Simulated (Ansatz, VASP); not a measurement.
**One calculation of Ga3N2, two programs**

The input INCAR:

```
PREC = Accurate
ENCUT = 600
EDIFF = 1E-6
ISMEAR = 0
SIGMA = 0.1
LREAL = F
LASPH = T
NELM = 100
ALGO = Normal
ISIF = 3
LWAVE = F
LCHARG = F
GGA = PE
IBRION = 2
NSW = 100
EDIFFG = -0.01
```

KPOINTS

```
regular mesh
0
Gamma
  10 10 10
```

POSCAR

```
Ga3N2
1.0
    4.1798029988      0.0000000000      0.0000000000
    0.0000000000      4.1798029988      0.0000000000
    0.0000000000      0.0000000000      4.1798029988
Ga N
3 2
Direct
    0.0000000000      0.5000000000      0.5000000000
    0.5000000000      0.0000000000      0.5000000000
    0.5000000000      0.5000000000      0.0000000000
    0.0000000000      0.0000000000      0.0000000000
    0.5000000000      0.5000000000      0.5000000000
```

Input for Ansatz:

```yaml
crystal:
  lattice:
    - [4.1798029988, 0.0, 0.0]
    - [0.0, 4.1798029988, 0.0]
    - [0.0, 0.0, 4.1798029988]
  atoms:
    - { symbol: Ga, position: [0.0, 0.5, 0.5] }
    - { symbol: Ga, position: [0.5, 0.0, 0.5] }
    - { symbol: Ga, position: [0.5, 0.5, 0.0] }
    - { symbol: "N", position: [0.0, 0.0, 0.0] }
    - { symbol: "N", position: [0.5, 0.5, 0.5] }
basis:
  ecutwfc: 420
kpoints:
  mp_grid: { grid: [10, 10, 10] }
hamiltonian:
  xc: pbe
scf:
  occupations: { method: gaussian, width: 0.1 }
output:
  forces: true
  stress: true
  eigenvalues: true
relax:
  adjacent_minimum: "off"
  f_tol: 0.01
  max_steps: 80
  cell: { stress_tol: 0.05 }
```

Alike in both runs: task relaxation of cell and atoms; functional PBE; k mesh 10 × 10 × 10; occupations gaussian, width 0.1 eV; no spin polarisation.

```csv
,VASP,Ansatz
version,VASP 6.6.1,Ansatz 0.2.0
potentials or method,"VASP PAW PBE potentials, release 64 (Ga_d, N)","scalar-relativistic, plane waves, PAW"
plane-wave cutoff (eV),600,420
valence electrons in the cell,49,49
```

VASP gave:

| Property | Result |
| --- | --- |
| gap on the k mesh at the Fermi level, each at its own relaxed structure (eV) | none |
| relaxed volume (Å³/atom) | 14.87 |
| relaxed cell length with the largest relative difference (Å) | 4.205 |
| energy change over the relaxation (meV/atom) | -1 |

Task: Which values does Ansatz return?

Result: gap on the k mesh at the Fermi level, each at its own relaxed structure (eV): none; relaxed volume (Å³/atom): 14.82; relaxed cell length with the largest relative difference (Å): 4.200; energy change over the relaxation (meV/atom): -1.

A gap of «none» marks a metal or a gap that the smearing closes.
